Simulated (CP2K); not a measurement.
Crystal: Ge.

```xyz
1
Lattice="2.9521 0.0000 0.0000 -1.6296 2.4615 0.0000 0.0000 0.0000 2.6982" Properties=species:S:1:pos:R:3 pbc="T T T"
Ge    0.6612    1.2308    0.0000
```

This isn't the form of Ge at room conditions, which is diamond.

```yaml
Program: CP2K 2026.2
Task: relaxation of cell and atoms
Functional: LDA
Potentials_or_basis: GTH_POTENTIALS Ge GTH-PADE-q4; TZVP-MOLOPT-PBE-GTH basis
Density_cutoff: 6123 eV
k_mesh: 8 × 8 × 8
Occupations: fermi-dirac, width 0.05 eV
Spin: no spin polarisation
```

At the start: pressure -6.1 GPa; volume 19.61 Å³/atom.

Q: How do energy, volume and symmetry change on relaxing?

A: Over 21 steps the energy falls by 44.7 meV/atom and the volume is 17.80 Å³/atom (-9.2 %); space group P6/mmm (No. 191, to 0.05 Å).

The path:
```csv
step,energy change (eV),largest force (eV/Å),volume (Å³)
1,0.0000,0.0000,19.61
2,-0.0024,0.0000,19.55
3,-0.0337,0.0000,17.58
4,-0.0363,0.0000,18.05
5,-0.0364,0.0000,17.98
6,-0.0365,0.0000,17.96
7,-0.0367,0.0000,17.90
8,-0.0373,0.0000,17.82
9,-0.0386,0.0000,17.70
10,-0.0409,0.0000,17.64
11,-0.0318,0.0000,17.35
12,-0.0443,0.0000,17.67
13,-0.0445,0.0000,17.70
14,-0.0446,0.0000,17.75
15,-0.0446,0.0000,17.79
16,-0.0446,0.0000,17.81
17,-0.0447,0.0000,17.83
18,-0.0447,0.0000,17.82
19,-0.0447,0.0000,17.81
20,-0.0447,0.0000,17.80
21,-0.0447,0.0000,17.80
```

Final structure:
```xyz
1
Lattice="2.8179 0.0000 0.0000 -1.4122 2.4457 0.0000 0.0000 0.0000 2.5833" Properties=species:S:1:pos:R:3 pbc="T T T"
Ge    0.7028    1.2228    0.0000
```

Caveat: the basis of atomic orbitals isn't converged, which shifts pressures, moduli and gaps.
